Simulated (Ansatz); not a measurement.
## Au (Fm-3m), a film clamped to a substrate

Method: Ansatz, DFT PBE, scalar-relativistic, plane waves, PAW. Settings: plane waves to 420 eV, k-mesh 24×24×24 (Γ-centred), Gaussian smearing 0.15 eV. Spin–orbit coupling is left out, which can shift energies with elements as heavy as these. No spin polarisation. Energies are free energies at this smearing, counted from the undisturbed cell; pressure is positive in compression.

The undisturbed cell (relaxed at this level):

```
CELL_PARAMETERS angstrom
0.00000 2.07904 2.07904
2.07904 0.00000 2.07904
2.07904 2.07904 0.00000
ATOMIC_POSITIONS crystal
Au 0.00000 0.00000 0.00000
```

The cell (1 atom, V0 = 17.97 Å³) is strained by p along both x and y and by q along z, fractional coordinates fixed. τp = (1/V0) ∂E/∂p = (σxx + σyy)(1 + p)(1 + q) and τq = (1/V0) ∂E/∂q = σzz(1 + p)², with tension positive.

| p | q | ΔE (meV/atom) | τp (GPa) | τq (GPa) |
| --- | --- | --- | --- | --- |
| 0.000 | 0.000 | 0.00 | 0.02 | 0.01 |
| -0.015 | 0.000 | 7.66 | -9.38 | -4.15 |
| 0.015 | 0.000 | 6.94 | 8.00 | 3.66 |
| 0.000 | -0.015 | 2.06 | -4.02 | -2.50 |
| 0.000 | 0.015 | 1.97 | 3.76 | 2.29 |

Q: Get the second derivatives of the energy density.

A: Central differences give A = ∂τp/∂p = 579 GPa (C11 + C22 + 2 C12), C = ∂τq/∂q = 160 GPa (C33) and the cross term B = ∂τq/∂p = 260 GPa (C13 + C23); ∂τp/∂q = 259 GPa must equal B, and any difference shows higher-order terms. The ions are clamped. In a cubic crystal C11 = C = 160, C12 = B/2 = 130 GPa and A should be 2(C11 + C12) = 579 GPa; the bulk modulus is (C11 + 2 C12)/3 = 140 GPa.

Q: A film of this crystal grows with z along the normal on a substrate that imposes p. How does its thickness respond, and what does the misfit cost?

A: Count p and q from the stress-free cell. A free surface needs τq = 0, so q = −(B/C) p = -1.63 p. The energy density left is (A − B²/C) p²/2 = M p², with the biaxial modulus M = 77 GPa (a small difference of large numbers, so errors of a few per cent in A, B and C become tens of per cent in M); a misfit of 1 % costs 0.87 meV/atom, against 3.25 meV/atom if the thickness were held.

In a metal these slopes depend on the k mesh and the smearing.